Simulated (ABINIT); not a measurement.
Runs of ABINIT 10.8.3 (patched build) on P. It takes space group R-3m (No. 166, trigonal). The conventional cell has a = 3.451 Å, b = 3.451 Å, c = 9.389 Å, α = 90.00°, β = 90.00°, γ = 120.00°. P (site symmetry 3m) has 3 P at 2.29 Å as nearest neighbours. This isn't the form of P at room conditions, which is orthorhombic.

| potentials or basis | cutoff (eV) | fine-grid cutoff | gap on the mesh (eV) | pressure (GPa) | largest force (eV/Å) |
| --- | --- | --- | --- | --- | --- |
| PseudoDojo NC SR PBE v0.4 stringent | 599 | - | none | 1.9 | 0.25 |
| PseudoDojo NC SR PBE v0.4.1 standard | 599 | - | none | 1.9 | 0.25 |
| JTH PAW PBE v2.0 | 544 | 1088.46 eV | none | 1.7 | 0.23 |
| PseudoDojo NC SR PBE v0.5 stringent | 599 | - | none | 1.9 | 0.25 |
| SPMS NC PBE v1.0 | 490 | - | none | 1.9 | 0.25 |
| SG15 NC PBE v1.2 | 816 | - | none | 1.9 | 0.25 |
| Ansatz NC PBE | 599 | - | none | 1.9 | 0.25 |
| PseudoDojo NC SR PBE v0.5 standard | 599 | - | none | 1.9 | 0.25 |
| Ansatz PAW PBE default generated set, frozen core | 419 | 838.111 eV | none | 1.8 | (a) |

Alike in all rows: task single point; level PBE; no spin polarisation; cell as given; k mesh 9 × 9 × 9; smearing fermi-dirac 0.05 eV.

Q: Estimate the missing entries.

A: (a) 0.24.

Caveats: the atomic spheres overlap (some runs).

A gap of «none» marks a metal or a gap under the smearing width.
